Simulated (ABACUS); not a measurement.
Runs of ABACUS 3.10.1 on NaF (Villiaumite). The structure is cubic, space group Fm-3m (No. 225). The conventional cell has a = 4.640 Å, b = 4.640 Å, c = 4.640 Å, α = 90.00°, β = 90.00°, γ = 90.00°. Na (site symmetry m-3m) has 6 F at 2.32 Å as nearest neighbours. Around F (site symmetry m-3m) lie 6 Na at 2.32 Å. 

| task | level | potentials or basis | cell | k mesh | cutoff (eV) | SCF threshold on the density | eigensolver | symmetry key | path | points for each segment of the path | gap on the mesh (eV) | pressure (GPa) | relaxed volume (Å³/atom) |
| --- | --- | --- | --- | --- | --- | --- | --- | --- | --- | --- | --- | --- | --- |
| single point | PBE | PseudoDojo NC SR 0.5 PBE stringent, plane waves | as given | 8 × 8 × 8 | 1211 | 1e-08 | dav | 1 | - | - | (c) | 1.9 | - |
| relaxation of cell and atoms | PBEsol | SSSP 1.3 efficiency PBE, plane waves | relaxed | 8 × 8 × 8 | 748 | 1e-08 | dav | 1 | - | - | 6.09 | 0.3 | (a) |
| relaxation of cell and atoms | LDA | PseudoDojo NC SR 0.4.1 LDA stringent, plane waves | relaxed | 8 × 8 × 8 | 1211 | 1e-08 | dav | 1 | - | - | (b) | -0.1 | 11.43 |
| single point | PBE | PseudoDojo NC SR 0.4.1 PBE standard, TZDP LCAO (the cutoffs set its grid) | as given | 9 × 9 × 9 | 1361 | 1e-07 | genelpa | 1 | - | - | 6.33 | 2.0 | - |
| single point | PBE | SPMS ONCV 1.0 PBE, DZP LCAO (the cutoffs set its grid) | as given | 9 × 9 × 9 | 1361 | 1e-07 | genelpa | 1 | - | - | 6.28 | 2.8 | - |

Alike in all rows: no spin polarisation; smearing fermi-dirac 0.05 eV.

Q: Estimate the missing entries.

A: (a) 12.49; (b) 6.46; (c) 6.32.

Caveats: the atomic orbitals were generated for these runs and aren't a published set (some runs); an odd mesh through Γ misses points on the zone boundary, where band edges often lie (some runs); the basis of atomic orbitals isn't converged, which shifts pressures, moduli and gaps (some runs); the potentials were made for another functional, which shifts forces and pressure (some runs).

Not every run made on this cell is shown here.
